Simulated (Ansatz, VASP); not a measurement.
Two plane-wave programs on MnSb

Contents of INCAR:

```
SYSTEM = MnSb
PREC = Accurate ; ENCUT = 520
EDIFF = 1E-6 ; ISMEAR = 0
SIGMA = 0.05 ; LREAL = .False.
LASPH = .True. ; NELM = 100
ALGO = Normal ; ISIF = 2
LWAVE = .False. ; LCHARG = .False.
GGA = PE ; NBANDS = 26
```

Contents of KPOINTS:

```
regular mesh
0
Gamma
  12 12 8
  0 0 0
```

POSCAR

```
MnSb
1.0
    4.1185275643      0.0000000000      0.0000000000
   -2.0592637821      3.5667494968      0.0000000000
    0.0000000000      0.0000000000      4.8044609868
Mn Sb
2 2
Direct
    0.0000000000      0.0000000000      0.0000000000
    0.0000000000      0.0000000000      0.5000000000
    0.3333333333      0.6666666667      0.2500000000
    0.6666666667      0.3333333333      0.7500000000
```

Input for Ansatz:

```yaml
crystal:
  lattice:
    - [4.1185275643, 0.0, 0.0]
    - [-2.0592637821, 3.5667494968, 0.0]
    - [0.0, 0.0, 4.8044609868]
  atoms:
    - { symbol: Mn, position: [0.0, 0.0, 0.0] }
    - { symbol: Mn, position: [0.0, 0.0, 0.5] }
    - { symbol: Sb, position: [0.3333333333, 0.6666666667, 0.25] }
    - { symbol: Sb, position: [0.6666666667, 0.3333333333, 0.75] }
basis:
  ecutwfc: 420
  ecutrho_ratio: 4
kpoints:
  mp_grid: { grid: [12, 12, 8] }
  band_path:
    path:
      - [[0.0, 0.0, 0.0], [0.5, 0.0, 0.0], [0.33333333, 0.33333333, 0.0], [0.0, 0.0, 0.0], [0.0, 0.0, 0.5], [0.5, 0.0, 0.5], [0.33333333, 0.33333333, 0.5], [0.0, 0.0, 0.5]]
      - [[0.5, 0.0, 0.5], [0.5, 0.0, 0.0]]
      - [[0.33333333, 0.33333333, 0.5], [0.33333333, 0.33333333, 0.0]]
    npoints: 14
hamiltonian:
  xc: pbe
scf:
  occupations: { method: gaussian, width: 0.05 }
  n_extra_bands: 17
output:
  forces: true
  stress: true
  eigenvalues: true
  populations: true
  dos: { projected: true, de: 0.02, nscf_kmesh: { grid: [18, 18, 12] } }
  bader: true
```

Alike in both runs: task single point; functional PBE; k mesh 12 × 12 × 8; occupations gaussian, width 0.05 eV; no spin polarisation.

```csv
,VASP,Ansatz
version,VASP 6.6.1,Ansatz 0.2.0
potentials or method,"VASP PAW PBE potentials, release 64 (Mn_pv, Sb)","scalar-relativistic, plane waves, PAW"
plane-wave cutoff (eV),520,420
valence electrons in the cell,36,60
```

Ansatz gave:

* gap on the k mesh at the Fermi level (eV): none
* pressure (GPa): 0.0
* largest component of the traceless stress (GPa): 0.00

Task: Estimate VASP's values.

Result: gap on the k mesh at the Fermi level (eV): none; pressure (GPa): -0.1; largest component of the traceless stress (GPa): 0.16.

A gap of «none» marks a metal or a gap that the smearing closes. The two sets of potentials don't hold the same shells in valence.

The runs have no spin-orbit coupling, so splittings on Sb are missing. Spin polarisation is off, so any magnetic state and its effect on volume and gap are missing.
